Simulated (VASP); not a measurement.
# Os (P6_3/mmc) in VASP: settings compared

The runs below take Os through band structure, phonons, with r2SCAN0, TPSS, revTPSS, MS2, LDA.

Program: VASP 6.6.1. These are calculated values, not measurements. Logs are shortened: lines on timing, memory, paths and dates and some standing lists are left out, and cuts for length are marked.

## Step 1: The crystal as given

It takes space group P6_3/mmc (No. 194, hexagonal). The conventional cell has a = 2.734 Å, b = 2.734 Å, c = 4.320 Å, α = 90.00°, β = 90.00°, γ = 120.00°. Os (site symmetry -6m2) has 12 Os at 2.68 to 2.73 Å as nearest neighbours.

## Step 2: Band structure, r2SCAN0

The input, POSCAR:

```
Os
1.0
    2.7341000000      0.0000000000      0.0000000000
   -1.3670500000      2.3678000565      0.0000000000
    0.0000000000      0.0000000000      4.3197000000
Os
2
Direct
    0.6666666667      0.3333333333      0.7500000000
    0.3333333333      0.6666666667      0.2500000000
```

The input, INCAR.step1:

```
PREC = Accurate
ENCUT = 520
EDIFF = 1E-5
ISMEAR = -1
SIGMA = 0.05
LREAL = False
LASPH = True
NELM = 100
ALGO = Normal
ISIF = 2
LWAVE = True
LCHARG = False
LMAXMIX = 4
NBANDS = 15
GGA = PE
```

The input, INCAR.step2:

```
PREC = Accurate
ENCUT = 520
EDIFF = 1E-7
ISMEAR = -1
SIGMA = 0.05
LREAL = False
LASPH = True
NELM = 100
ALGO = Normal
ISIF = 2
LWAVE = False
LCHARG = False
LMAXMIX = 4
METAGGA = R2SCAN
LHFCALC = True
AEXX = 0.25
LMIXTAU = True
PRECFOCK = Fast
NBANDS = 15
ISTART = 1
```

The input, KPOINTS:

```
Automatic mesh
0
Gamma
  6 6 3
```

The input, KPOINTS_OPT:

```
path GMKGALHA,LM,KH
10
line-mode
reciprocal
 0.0000000000  0.0000000000  0.0000000000  G
 0.5000000000  0.0000000000  0.0000000000  M

 0.5000000000  0.0000000000  0.0000000000  M
 0.3333333333  0.3333333333  0.0000000000  K

 0.3333333333  0.3333333333  0.0000000000  K
 0.0000000000  0.0000000000  0.0000000000  G

 0.0000000000  0.0000000000  0.0000000000  G
 0.0000000000  0.0000000000  0.5000000000  A

 0.0000000000  0.0000000000  0.5000000000  A
 0.5000000000  0.0000000000  0.5000000000  L

 0.5000000000  0.0000000000  0.5000000000  L
 0.3333333333  0.3333333333  0.5000000000  H

 0.3333333333  0.3333333333  0.5000000000  H
 0.0000000000  0.0000000000  0.5000000000  A

 0.5000000000  0.0000000000  0.5000000000  L
 0.5000000000  0.0000000000  0.0000000000  M

 0.3333333333  0.3333333333  0.0000000000  K
 0.3333333333  0.3333333333  0.5000000000  H
```

Potentials or basis: VASP PAW PBE potentials, release 64 (Os).

Launch:

```
> cat potpaw_PBE.64/Os/POTCAR > POTCAR
> cp INCAR.step1 INCAR
> mpirun -np 1 vasp_std > vasp.out
> cp INCAR.step2 INCAR
> mpirun -np 1 vasp_std > vasp.out
```

OUTCAR:

```text
PREC = Accurate
   ENCUT = 520
   EDIFF = 1E-7
   ISMEAR = -1
   LREAL = False
   LASPH = True
   NELM = 100
   ISIF = 2
   METAGGA = R2SCAN
   LHFCALC = True
   AEXX = 0.25
   PRECFOCK = Fast
   ISTART = 1

 ion  position               nearest neighbor table
   1  0.667  0.333  0.750-   2 2.68   2 2.68   2 2.68   2 2.68   2 2.68   2 2.68
   2  0.333  0.667  0.250-   1 2.68   1 2.68   1 2.68   1 2.68   1 2.68   1 2.68

  LATTYP: Found a hexagonal cell.
 ALAT       =     2.7341000000
 C/A-ratio  =     1.5799348963

  Lattice vectors:

 A1 = (   2.7341000000,   0.0000000000,   0.0000000000)
 A2 = (  -1.3670500000,   2.3678000565,   0.0000000000)
 A3 = (   0.0000000000,   0.0000000000,   4.3197000000)

Analysis of symmetry for initial positions (statically):
=====================================================================
 Subroutine PRICEL returns:
 Original cell was already a primitive cell.

 Routine SETGRP: Setting up the symmetry group for a
 hexagonal supercell.

 Subroutine GETGRP returns: Found 24 space group operations
 (whereof 12 operations were pure point group operations)
 out of a pool of 24 trial point group operations.

The static configuration has the point symmetry D_3d.
 The point group associated with its full space group is D_6h.

Analysis of symmetry for dynamics (positions and initial velocities):
=====================================================================
 Subroutine PRICEL returns:
 Original cell was already a primitive cell.

 Routine SETGRP: Setting up the symmetry group for a
 hexagonal supercell.

 Subroutine GETGRP returns: Found 24 space group operations
 (whereof 12 operations were pure point group operations)
 out of a pool of 24 trial point group operations.

The dynamic configuration has the point symmetry D_3d.
 The point group associated with its full space group is D_6h.

 Subroutine INISYM returns: Found 24 space group operations
 (whereof 12 operations are pure point group operations),
 and found     1 'primitive' translations

----------------------------------------------------------------------------------------

                                     Primitive cell

  volume of cell :      27.9649

  direct lattice vectors                    reciprocal lattice vectors
     2.734100000  0.000000000  0.000000000     0.365751070  0.211166479  0.000000000
    -1.367050000  2.367800057  0.000000000     0.000000000  0.422332957  0.000000000
     0.000000000  0.000000000  4.319700000     0.000000000  0.000000000  0.231497558

  length of vectors
     2.734100000  2.734100000  4.319700000     0.422332957  0.422332957  0.231497558

  position of ions in fractional coordinates (direct lattice)
     0.666666667  0.333333333  0.750000000
     0.333333333  0.666666667  0.250000000

  ion indices of the primitive-cell ions
   primitive index   ion index
                 1           1
                 2           2

----------------------------------------------------------------------------------------

 KPOINTS: Automatic mesh

Automatic generation of k-mesh.
 Grid dimensions read from file:
 generate k-points for:    6    6    3

 Generating k-lattice:

  Cartesian coordinates                     Fractional coordinates (reciprocal lattice)
     0.060958512  0.035194413  0.000000000     0.166666667 -0.000000000  0.000000000
     0.000000000  0.070388826  0.000000000     0.000000000  0.166666667  0.000000000
     0.000000000  0.000000000  0.077165853     0.000000000  0.000000000  0.333333333

  Length of vectors
     0.070388826  0.070388826  0.077165853

  Shift w.r.t. Gamma in fractional coordinates (k-lattice)
     0.000000000  0.000000000  0.000000000

 Subroutine IBZKPT returns following result:
 ===========================================

 Found     14 irreducible k-points:

 Following reciprocal coordinates:
            Coordinates               Weight
  0.000000  0.000000  0.000000      1.000000
  0.166667  0.000000  0.000000      6.000000
  0.333333  0.000000  0.000000      6.000000
  0.500000  0.000000  0.000000      3.000000
  0.166667  0.166667  0.000000      6.000000
  0.333333  0.166667  0.000000     12.000000
  0.333333  0.333333  0.000000      2.000000
  0.000000  0.000000  0.333333      2.000000
  0.166667  0.000000  0.333333     12.000000
  0.333333  0.000000  0.333333     12.000000
  0.500000  0.000000  0.333333      6.000000
  0.166667  0.166667  0.333333     12.000000
  0.333333  0.166667  0.333333     24.000000
  0.333333  0.333333  0.333333      4.000000
   k-points           NKPTS =     14   k-points in BZ     NKDIM =    108   number of bands    NBANDS=     15
   number of dos      NEDOS =    301   number of ions     NIONS =      2
   total plane-waves  NPLWV =  12800
   dimension x,y,z NGX =    20 NGY =   20 NGZ =   32
   dimension x,y,z NGXF=    40 NGYF=   40 NGZF=   64
   ions per type =               2
   NGX,Y,Z   is equivalent  to a cutoff of  12.16, 12.16, 12.32 a.u.
   NGXF,Y,Z  is equivalent  to a cutoff of  24.32, 24.32, 24.63 a.u.
 SYSTEM =  unknown system
   PREC   = accura    normal or accurate (medium, high low for compatibility)
   ISTART =      1    job   : 0-new  1-cont  2-samecut
   ICHARG =      0    charge: 1-file 2-atom 10-const
   ISPIN  =      1    spin polarized calculation?
   LNONCOLLINEAR =      F non collinear calculations
   LSORBIT =      F    spin-orbit coupling
   LASPH  =      T    aspherical Exc in radial PAW
   ENCUT  =  520.0 eV  38.22 Ry    6.18 a.u.   5.08  5.08  8.03*2*pi/ulx,y,z
   NELM   =    100;   NELMIN=  2; NELMDL=  0     # of ELM steps
   EDIFF  = 0.1E-06   stopping-criterion for ELM
   LREAL  =      F    real-space projection
   EDIFFG = 0.1E-05   stopping-criterion for IOM
   NSW    =      0    number of steps for IOM
   IBRION =     -1    ionic relax: 0-MD 1-quasi-New 2-CG
   NFREE  =      0    steps in history (QN), initial steepest desc. (CG)
   ISIF   =      2    stress and relaxation
   ISYM   =      3    0-nonsym 1-usesym 2-fastsym
   POTIM  = 0.5000    time-step for ionic-motion
   TEBEG  =    0.0;   TEEND  =   0.0 temperature during run
   PSTRESS=    0.0 pullay stress
   NELECT =      16.0000    total number of electrons
   NUPDOWN=      -1.0000    fix difference up-down
   EMIN   =  10.00;   EMAX   =-10.00  energy-range for DOS
   EFERMI =   0.00;   METHOD = LEGACY
   ISMEAR =    -1;   SIGMA  =   0.05  broadening in eV -4-tet -1-fermi 0-gaus
   EFERMI_NEDOS =   21; number of points for ismear=-14 and -15
   IALGO  =     38    algorithm
   IMIX   =      1    mixing-type and parameters
     AMIX     =   0.40;   BMIX     =  1.00
     AMIX_MAG =   1.60;   BMIX_MAG =  1.00
  volume/ion in A,a.u.               =      13.98        94.36
  Fermi-wavevector in a.u.,A,eV,Ry     =   1.359076  2.568282 25.131161  1.847088
  Thomas-Fermi vector in A             =   2.485855
   LORBIT       =      0    0 simple, 1 ext, 2 COOP (PROOUT), +10 PAW based schemes
   METAGGA = R2SCAN    functional components
   LHFCALC =     T    Hartree Fock is set to
   PRECFOCK=fast      Normal, Fast or Accurate (Low or Medium for compatibility)
   ENCUT4O =  -1.0   cutoff for four orbital integrals eV
   NKREDX  =     1    reduce k-point grid by
   NKREDY  =     1    reduce k-point grid by
   NKREDZ  =     1    reduce k-point grid by
   AEXX    =    0.2500 exact exchange contribution
   HFSCREEN=    0.0000 screening length (either q_TF or 0.3 A-1)
   HFSCREENC=   0.0000 screening length for correlation (either q_TF or 0.3 A-1)
   ENCUTFOCK=  -1.0 apply spherical cutoff to Coloumb kernel
   IVDW    =     0    specifies the selected vdW correction
   LEPSILON=     F    determine dielectric tensor
   LRPA    =     F    only Hartree local field effects (RPA)
 non-spin polarized calculation
  energy-cutoff  :      520.00
  volume of cell :       27.96
 maximum number of plane-waves:       761
  NGX = 12; NGY = 12; NGZ = 18

 number of electron      15.9999999 magnetization

 Free energy of the ion-electron system (eV)
  ---------------------------------------------------
  ext. energy  EPLUGINS =         0.00000000
  ---------------------------------------------------
  free energy    TOTEN  =       -91.44482409 eV

  energy without entropy =      -91.44231025  energy(sigma->0) =      -91.44356717

 E-fermi :   8.9705     XC(G=0): -11.9649

 val. band max:        8.8899777701   @ k =   0.1667   0.1667   0.0000
 cond. band min:       9.5238005666   @ k =   0.1667   0.0000   0.3333
 fundamental gap:      0.6338227964
 Fermi energy:         8.9704979380

 k-point     1 :       0.0000    0.0000    0.0000
  band No.  band energies     occupation
      1      -3.9430      2.00000
      2      -0.3877      2.00000
      3       4.9919      2.00000
      4       4.9919      2.00000
      5       5.4054      2.00000
      6       5.9228      2.00000
      7       5.9228      2.00000
      8       6.6251      2.00000
      9       6.6251      2.00000
     10       8.4473      1.99994
     11      11.4503      0.00000
     12      11.4503      0.00000
     13      19.9915      0.00000
     14      25.0230      0.00000
     15      27.9165      0.00000

 k-point     2 :       0.1667    0.0000    0.0000
  band No.  band energies     occupation
      1      -2.7219      2.00000
      2       0.5923      2.00000
      3       3.7147      2.00000
      4       4.7382      2.00000
      5       5.2792      2.00000
      6       5.8768      2.00000
      7       6.2260      2.00000
      8       6.6781      2.00000
      9       6.8197      2.00000
     10       7.0916      2.00000
     11      11.8978      0.00000
     12      15.4497      0.00000
     13      19.8021      0.00000
     14      26.9000      0.00000
     15      28.8020      0.00000
[... 185 lines left out ...]
      3       2.1515      2.00000
      4       3.5690      2.00000
      5       4.0785      2.00000
      6       5.8587      2.00000
      7       6.7458      2.00000
      8       8.3311      1.99999
      9      11.1083      0.00000
     10      12.7312      0.00000
     11      14.3162      0.00000
     12      16.1474      0.00000
     13      20.1893      0.00000
     14      22.3926      0.00000
     15      24.3114      0.00000

 k-point    14 :       0.3333    0.3333    0.3333
  band No.  band energies     occupation
      1       1.8975      2.00000
      2       1.8975      2.00000
      3       1.9488      2.00000
      4       3.2013      2.00000
      5       4.5158      2.00000
      6       4.5158      2.00000
      7       6.7203      2.00000
      8       8.1391      2.00000
      9      11.5342      0.00000
     10      11.5342      0.00000
     11      17.5274      0.00000
     12      17.5274      0.00000
     13      20.4656      0.00000
     14      22.0367      0.00000
     15      22.0367      0.00000

------------------------ aborting loop because EDIFF is reached ----------------------------------------

  FORCE on cell =-STRESS in cart. coord.  units (eV):
  Direction    XX          YY          ZZ          XY          YZ          ZX
  --------------------------------------------------------------------------------------
  -------------------------------------------------------------------------------------
  Total       -1.0041944     -1.0041944     -2.2190601     -0.0000000     -0.0000000      0.0000000
  in kB      -57.5327825    -57.5327825   -127.1354425     -0.0000000     -0.0000000      0.0000000
  external PRESSURE =     -80.7336692 kB  Pullay stress =       0.0000000 kB

 VOLUME and BASIS-vectors are now :
 -----------------------------------------------------------------------------
  energy-cutoff  :      520.00
  volume of cell :       27.96
      direct lattice vectors                 reciprocal lattice vectors
     2.734100000  0.000000000  0.000000000     0.365751070  0.211166479  0.000000000
    -1.367050000  2.367800057  0.000000000     0.000000000  0.422332957  0.000000000
     0.000000000  0.000000000  4.319700000     0.000000000  0.000000000  0.231497558

 POSITION                                       TOTAL-FORCE (eV/Angst)
 -----------------------------------------------------------------------------------
      1.36705      0.78927      3.23977        -0.000000     -0.000000     -0.000000
     -0.00000      1.57853      1.07993         0.000000      0.000000      0.000000
 -----------------------------------------------------------------------------------
    total drift:                               -0.000000      0.000000     -0.000000

  FREE ENERGIE OF THE ION-ELECTRON SYSTEM (eV)
  ---------------------------------------------------
  free  energy   TOTEN  =       -91.4448240871 eV

  energy  without entropy=      -91.4423102497  energy(sigma->0) =      -91.44356717
```

Run time: 24 min. Hardware: 1 thread of AMD EPYC 9R45 (Zen 5), shared host; peak memory 0.14 GiB.

Results:

| Item | Value |
| --- | --- |
| Free energy | -91.4448 eV |
| Pressure | -8.1 GPa |

Stress tensor (GPa, compression positive):
```
 -5.75   0.00   0.00
  0.00  -5.75   0.00
  0.00   0.00 -12.71
```

Levels at the corners of the path, in eV from the Fermi level:
```csv
point,band 4,band 5,band 6,band 7,band 8,band 9,band 10,band 11,band 12,band 13
Γ,-3.98,-3.57,-3.05,-3.05,-2.35,-2.35,-0.52,2.48,2.48,11.02
M,-4.67,-3.71,-3.47,-2.52,2.98,3.60,3.60,5.69,7.13,11.18
M,-4.67,-3.71,-3.47,-2.52,2.98,3.60,3.60,5.69,7.13,11.18
K,-5.79,-4.50,-4.50,-1.96,2.41,2.41,2.82,6.91,6.91,8.46
K,-5.79,-4.50,-4.50,-1.96,2.41,2.41,2.82,6.91,6.91,8.46
Γ,-3.98,-3.57,-3.05,-3.05,-2.35,-2.35,-0.52,2.48,2.48,11.02
Γ,-3.98,-3.57,-3.05,-3.05,-2.35,-2.35,-0.52,2.48,2.48,11.02
A,-4.12,-3.97,-3.97,-3.97,-3.97,1.29,1.29,1.29,1.29,15.70
A,-4.12,-3.97,-3.97,-3.97,-3.97,1.29,1.29,1.29,1.29,15.70
L,-6.32,-1.38,-1.38,-0.07,-0.07,3.33,3.33,4.35,4.35,11.02
L,-6.32,-1.38,-1.38,-0.07,-0.07,3.33,3.33,4.35,4.35,11.02
H,-5.87,-4.10,-4.10,-1.72,-1.72,2.54,2.54,9.95,9.95,11.37
H,-5.87,-4.10,-4.10,-1.72,-1.72,2.54,2.54,9.95,9.95,11.37
A,-4.12,-3.97,-3.97,-3.97,-3.97,1.29,1.29,1.29,1.29,15.70
L,-6.32,-1.38,-1.38,-0.07,-0.07,3.33,3.33,4.35,4.35,11.02
M,-4.67,-3.71,-3.47,-2.52,2.98,3.60,3.60,5.69,7.13,11.18
K,-5.79,-4.50,-4.50,-1.96,2.41,2.41,2.82,6.91,6.91,8.46
H,-5.87,-4.10,-4.10,-1.72,-1.72,2.54,2.54,9.95,9.95,11.37
```

Caveat: the k mesh is coarse (spacing up to 0.48 Å⁻¹), so the values aren't converged, least of all with exact exchange; an unscreened hybrid on a path of extra k points without a Coulomb cutoff has errors near the mesh points, so the bands along the path aren't reliable; the PAW data sets were made with another functional, which shifts forces and pressure a little; spin-orbit coupling is left out, which moves the levels of the heavy elements.

## Step 3: Band structure, TPSS

The input, INCAR:

```
PREC = Accurate ; ENCUT = 520
EDIFF = 1E-6 ; ISMEAR = -1
SIGMA = 0.05 ; LREAL = False
LASPH = True ; NELM = 100
ALGO = Normal ; ISIF = 2
LWAVE = False ; LCHARG = False
LMAXMIX = 4 ; METAGGA = TPSS
LMIXTAU = True
```

The input, KPOINTS:

```
Automatic mesh
0
Gamma
  11 11 6
```

POSCAR is that of step 2.

KPOINTS_OPT is that of step 2.

Potentials or basis: VASP PAW PBE potentials, release 64 (Os).

Launch:

```
> cat potpaw_PBE.64/Os/POTCAR > POTCAR
> mpirun -np 1 vasp_std > vasp.out
```

Wall time 89 s (1 thread of Intel Xeon Platinum 8488C (Sapphire Rapids), shared host); peak memory 0.16 GiB.

It converged, with:

```
Free energy             : -24.5083 eV
Pressure                : 3.1 GPa
Band gap along the path : none (metal or under the smearing width)
```

Stress tensor (GPa, compression positive):
```
2.89 0.00 0.00
0.00 2.89 0.00
0.00 0.00 3.63
```

Levels at the corners of the path, in eV from the Fermi level:
| point | band 4 | band 5 | band 6 | band 7 | band 8 | band 9 | band 10 | band 11 | band 12 |
| --- | --- | --- | --- | --- | --- | --- | --- | --- | --- |
| Γ | -3.02 | -2.75 | -2.17 | -2.17 | -1.53 | -1.53 | 0.05 | 1.72 | 1.72 |
| M | -3.53 | -2.87 | -2.54 | -1.83 | 2.09 | 2.66 | 2.77 | 4.49 | 5.82 |
| M | -3.53 | -2.87 | -2.54 | -1.83 | 2.09 | 2.66 | 2.77 | 4.49 | 5.82 |
| K | -4.62 | -3.41 | -3.41 | -1.29 | 1.54 | 1.54 | 2.10 | 5.54 | 5.54 |
| K | -4.62 | -3.41 | -3.41 | -1.29 | 1.54 | 1.54 | 2.10 | 5.54 | 5.54 |
| Γ | -3.02 | -2.75 | -2.17 | -2.17 | -1.53 | -1.53 | 0.05 | 1.72 | 1.72 |
| Γ | -3.02 | -2.75 | -2.17 | -2.17 | -1.53 | -1.53 | 0.05 | 1.72 | 1.72 |
| A | -3.53 | -3.22 | -3.22 | -3.22 | -3.22 | 0.94 | 0.94 | 0.94 | 0.94 |
| A | -3.53 | -3.22 | -3.22 | -3.22 | -3.22 | 0.94 | 0.94 | 0.94 | 0.94 |
| L | -5.31 | -1.17 | -1.17 | -0.11 | -0.11 | 2.43 | 2.43 | 3.37 | 3.37 |
| L | -5.31 | -1.17 | -1.17 | -0.11 | -0.11 | 2.43 | 2.43 | 3.37 | 3.37 |
| H | -4.96 | -3.40 | -3.40 | -1.32 | -1.32 | 1.69 | 1.69 | 8.44 | 8.44 |
| H | -4.96 | -3.40 | -3.40 | -1.32 | -1.32 | 1.69 | 1.69 | 8.44 | 8.44 |
| A | -3.53 | -3.22 | -3.22 | -3.22 | -3.22 | 0.94 | 0.94 | 0.94 | 0.94 |
| L | -5.31 | -1.17 | -1.17 | -0.11 | -0.11 | 2.43 | 2.43 | 3.37 | 3.37 |
| M | -3.53 | -2.87 | -2.54 | -1.83 | 2.09 | 2.66 | 2.77 | 4.49 | 5.82 |
| K | -4.62 | -3.41 | -3.41 | -1.29 | 1.54 | 1.54 | 2.10 | 5.54 | 5.54 |
| H | -4.96 | -3.40 | -3.40 | -1.32 | -1.32 | 1.69 | 1.69 | 8.44 | 8.44 |

Caveat: the PAW data sets were made with another functional, which shifts forces and pressure a little; spin-orbit coupling is left out, which moves the levels of the heavy elements.

[end of part 1 of 3]
